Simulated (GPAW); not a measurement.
Crystal: Hf.

```xyz
2
Lattice="3.1967 0.0000 0.0000 -1.5983 2.7684 0.0000 0.0000 0.0000 5.0578" Properties=species:S:1:pos:R:3 pbc="T T T"
Hf    1.5984    0.9228    3.7934
Hf    0.0000    1.8456    1.2645
```

```yaml
Program: GPAW 26.7.0
Task: relaxation of cell and atoms
Functional: BLYP
Potentials_or_basis: PAW data sets generated in the run's folder for this functional
Cutoff: 600 eV
Basis: pw
k_mesh: 10 × 10 × 5
Occupations: fermi-dirac, width 0.05 eV
Spin: no spin polarisation
```

At the start: pressure 3.5 GPa; volume 22.38 Å³/atom.

Where does the relaxation end?

Over 10 steps the energy falls by 7.8 meV/atom and the volume is 23.12 Å³/atom (+3.3 %); space group P6_3/mmc (No. 194, to 0.05 Å).

The path:
| step | energy change (eV) | largest force (eV/Å) | pressure (GPa) | volume (Å³) |
| --- | --- | --- | --- | --- |
| 1 | 0.0000 | 0.0000 | 3.53 | 44.76 |
| 2 | -0.0064 | 0.0000 | 2.69 | 45.09 |
| 3 | -0.0135 | 0.0000 | 1.25 | 45.69 |
| 4 | -0.0152 | 0.0000 | -0.39 | 46.41 |
| 5 | -0.0153 | 0.0000 | -0.37 | 46.40 |
| 6 | -0.0153 | 0.0000 | -0.33 | 46.38 |
| 7 | -0.0154 | 0.0000 | -0.26 | 46.36 |
| 8 | -0.0155 | 0.0000 | -0.19 | 46.32 |
| 9 | -0.0155 | 0.0000 | -0.10 | 46.28 |
| 10 | -0.0156 | 0.0000 | -0.01 | 46.24 |

Final structure:
```
Hf
1.0
     3.23429    0.00000    0.00000
    -1.61714    2.80097    0.00000
     0.00000    0.00000    5.10472
Hf
2
Direct
  0.66667 0.33333 0.75000
  0.33333 0.66667 0.25000
```

Caveat: later steps reuse the first step's grids.
